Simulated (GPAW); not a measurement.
Runs of GPAW 26.7.0 on Si. Symmetry: Fd-3m, No. 227, cubic system. Conventional cell: a = 5.444 Å, b = 5.444 Å, c = 5.444 Å, α = 90.00°, β = 90.00°, γ = 90.00°. Si (site symmetry -43m) has 4 Si at 2.36 Å as nearest neighbours. 

```csv
task,level,potentials or basis,cell,k mesh,cutoff (eV),smearing,convergence,supercell,supercell k mesh,displacement,relaxed first,grid spacing,gap on the mesh (eV),pressure (GPa),V0 of scaled cells (Å³/atom),B0 (GPa)
phonons,PBE+D3(BJ)+ATM,"GPAW PAW data sets (gpaw-data 1.2.1), pw",relaxed,8 × 8 × 8,510,fermi-dirac 0.05 eV,density=1e-06 eigenstates=1e-09,2 × 2 × 2,4 × 4 × 4,0.03,cell,-,0.61,0.0,-,-
gruneisen,BP86+D4,"PAW data sets generated in the run's folder for this functional, pw",relaxed,5 × 5 × 5,510,fermi-dirac 0.05 eV,density=1e-06 eigenstates=1e-09,2 × 2 × 2,3 × 3 × 3,0.02,cell,-,0.61,0.0,-,-
equation of state,PBE,"GPAW PAW data sets (gpaw-data 1.2.1), fd",as given,8 × 8 × 8,-,fermi-dirac 0.05 eV,-,-,-,-,-,0.16 Å,-,-,(a),88
Wannier functions,LDA,"the program's PAW data sets (release 1.2.1) made for this functional, pw",as given,8 × 8 × 8,600,fermi-dirac 0.05 eV,-,-,-,-,-,-,0.53,-1.9,-,-
wannier90,LDA,"PAW data sets generated in the run's folder for this functional, pw",as given,8 × 8 × 8,600,fermi-dirac 0.05 eV,-,-,-,-,-,-,0.53,-1.9,-,-
single point,LDA,"the program's PAW data sets (release 1.2.1) made for this functional, pw",as given,7 × 7 × 7,500,fermi-dirac 0.01 eV,-,-,-,-,-,-,0.48,-1.9,-,-
equation of state,BEEF-vdW,"GPAW PAW data sets (gpaw-data 1.2.1), pw",as given,8 × 8 × 8,600,fermi-dirac 0.05 eV,-,-,-,-,-,-,-,-,20.53,90
band structure,PBE,"GPAW PAW data sets (gpaw-data 1.2.1), lcao:dzp",as given,8 × 8 × 8,-,fermi-dirac 0.05 eV,-,-,-,-,-,0.2 Å,(b),-,-,-
```

Alike in all rows: no spin polarisation.

Q: Fill in the values left out.

A: (a) 20.52; (b) 0.69.

Caveats: the cutoff is short for stress and forces, so pressures can be off by a GPa or more (some runs); an odd mesh through Γ misses points on the zone boundary, where band edges often lie (some runs); phonon bands are interpolated from a small supercell (some runs); the density grid can change from cell to cell, which puts small steps into energies and stress (some runs); the PAW data sets were made with another functional, which shifts forces and pressure a little (some runs); the basis of atomic orbitals isn't converged, which shifts pressures, moduli and gaps (some runs).
